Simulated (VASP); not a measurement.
AlP, 2 atoms in the cell. It takes space group F-43m (No. 216, cubic). The conventional cell has a = 5.471 Å, b = 5.471 Å, c = 5.471 Å, α = 90.00°, β = 90.00°, γ = 90.00°. Al (site symmetry -43m) is surrounded by 4 P at 2.37 Å. P (site symmetry -43m) has 4 Al at 2.37 Å as nearest neighbours. 

| Quantity | Value |
| --- | --- |
| Program | VASP 6.6.1 |
| Task | band structure |
| Functional | PBE |
| Potentials or basis | VASP PAW PBE potentials, release 64 (Al, P) |
| Cutoff | 520 eV |
| k mesh | 6 × 6 × 6 |
| Occupations | gaussian, width 0.03 eV |
| Spin | no spin polarisation |
| Grid for exact exchange (PRECFOCK) | Fast |
| Further INCAR settings | ALGO = Normal; EDIFF = 1e-07 |

Potentials or basis: VASP PAW PBE potentials, release 64 (Al, P).

The run is started by

```bash
$ cat potpaw_PBE.64/Al/POTCAR potpaw_PBE.64/P/POTCAR > POTCAR
$ mpirun -np 4 vasp_std > vasp.out
```

Hardware: 4 MPI ranks on Intel(R) Xeon(R) Platinum 8375C CPU @ 2.90GHz (Ice Lake), with other jobs on the host.

How long does it take, and how much memory?

Run time: 7 s on 4 MPI ranks on Intel(R) Xeon(R) Platinum 8375C CPU @ 2.90GHz (Ice Lake), with other jobs on the host, peak memory 0.15 GiB a rank. Counts: scf iterations 21, k points 16.
